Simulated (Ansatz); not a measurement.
**TiSi in Ansatz: the effect of functional**

Crystal: TiSi.

```
CELL_PARAMETERS angstrom
1.77910 -2.07440 0.00000
1.77910 2.07440 0.00000
0.00000 0.00000 3.72628
ATOMIC_POSITIONS crystal
Ti 0.50000 0.50000 0.00000
Si 0.00000 0.00000 0.50000
```

The cell comes from a database or a generator and needn't be the stable form of this composition.

The cell isn't the ideal one: volume scaled by 0.94.

Alike in all runs:

| Property | Result |
| --- | --- |
| Program | Ansatz 0.2.0 |
| Task | single point |
| Potentials or basis | Ansatz PAW |
| k mesh | 10 × 10 × 7 |
| Occupations | fermi-dirac, width 0.05 eV |
| Spin | no spin polarisation |

```csv
functional,cutoff,pressure (GPa)
LDA,420 eV (not typed: the program's choice for these potentials),?
PBEsol,420 eV (not typed: the program's choice for these potentials),4.8
r2SCAN,500 eV (not typed: the program's choice for these potentials),7.7
```

Question: What does the run with functional LDA give?

Answer: Pressure 0.7 GPa.

Caveats: the PAW data sets come from PBE, with cores solved anew for the run's functional, which leaves a small shift of forces and pressure.

Runs at the PBE level aren't shown here.
